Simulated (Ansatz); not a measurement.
InN with two functionals

The parent structure is InN in the zinc blende structure (space group F-43m, No. 216; a = 5.0490 Å).

(Cell as relaxed with PBE.)

Levels (all Ansatz, an electronic-structure program, PAW): PBE (420 eV, spin-orbit coupling left out); r2SCAN (500 eV, no spin-orbit coupling).

Each level relaxes its own structure.

```json
[
 {"quantity": "volume per atom", "PBE": "16.09 Å³", "r2SCAN": "___"},
 {"quantity": "lattice parameter a", "PBE": "5.049 Å", "r2SCAN": "___"},
 {"quantity": "band gap", "PBE": "zero", "r2SCAN": "___"}
]
```

Task: What does r2SCAN give?

Result: 
- volume per atom, r2SCAN: 15.62 Å³
- lattice parameter a, r2SCAN: 4.999 Å
- band gap, r2SCAN: zero

PBE's volume per atom lies 0.47 Å³ above r2SCAN's (3.0 %); PBE's lattice parameter a lies 0.050 Å above r2SCAN's (1.0 %); the two agree on the band gap. Neither level is exact; r2SCAN is the comparison here, not a measurement.

No phonon test of stability was made. The final runs are not spin-polarised. This is not the structure that InN has at room temperature and ambient pressure. The zero or small gap of InN can change with the level of theory.
